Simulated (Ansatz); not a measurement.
## How far is PAW off for HfN?

```
CELL_PARAMETERS angstrom
-0.06777 2.22512 2.22512
2.22512 -0.06777 2.22512
2.22512 2.22512 -0.06777
ATOMIC_POSITIONS crystal
Hf 0.00000 0.00000 0.00000
N 0.50000 0.50000 0.50000
```

Atom numbers follow the list: Hf1, N2.

The geometry is COD entry 1539063, unchecked; take it as a test cell. The listed cell was then made from it by scaling, straining or moving an atom.

Spin polarisation is left out, and whether a magnetic state lies lower isn't shown here.

No spin–orbit coupling, which matters for the heavy atoms here.

Levels of theory: DFT, LDA, PAW with Ansatz's default frozen-core files, scalar-relativistic (Ansatz 0.2.0); DFT, LDA, all-electron PAW with datasets made for the crystal, scalar-relativistic (Ansatz 0.2.0); DFT, LDA, all-electron LAPW, scalar-relativistic (Ansatz 0.2.0).

For PAW: a Γ-centred 10×10×10 k mesh, Fermi–Dirac smearing of 0.03 eV, cutoff 420 eV, no spin polarisation; the PAW files were made with PBE, and the program remakes their frozen cores for this functional. The crystal-made all-electron datasets (AE datasets) take a cutoff of 420 eV at this cell. LAPW targets a basis error of 1 meV/atom. The Ansatz runs share mesh, smearing and spin set-up. Plane-wave (PAW) pressures include the program's estimate of the Pulay term.

Stress and pressure are positive in compression.

The change that made this cell: equal xy, yz and zx engineering shear strains of -3 %.

Spin–orbit coupling is left out, which moves gradients at and beside heavy atoms by some per cent and at worst by a factor of two.

In a metal, gradients converge slowly with the k mesh: the values move by tens of per cent from one mesh to another, at times in sign, so only the comparison on one mesh counts.

```csv
quantity,PAW,AE datasets,LAPW
pressure (GPa),?,-9.06,-9.05
stress yz (GPa),3.82,3.83,3.83
stress xz (GPa),3.82,3.83,3.83
stress xy (GPa),3.82,3.83,3.83
field gradient Vzz at Hf1 (10²¹ V/m²),?,?,–
```

Problem. Fill in "AE datasets" for the row "field gradient Vzz at Hf1 (10²¹ V/m²)".

Solution. 2.09.

Problem. What belongs in the row "pressure (GPa)", column "PAW"?

Solution. -9.17.

Problem. Give the missing entry: row "field gradient Vzz at Hf1 (10²¹ V/m²)", column "PAW".

Solution. 2.21.
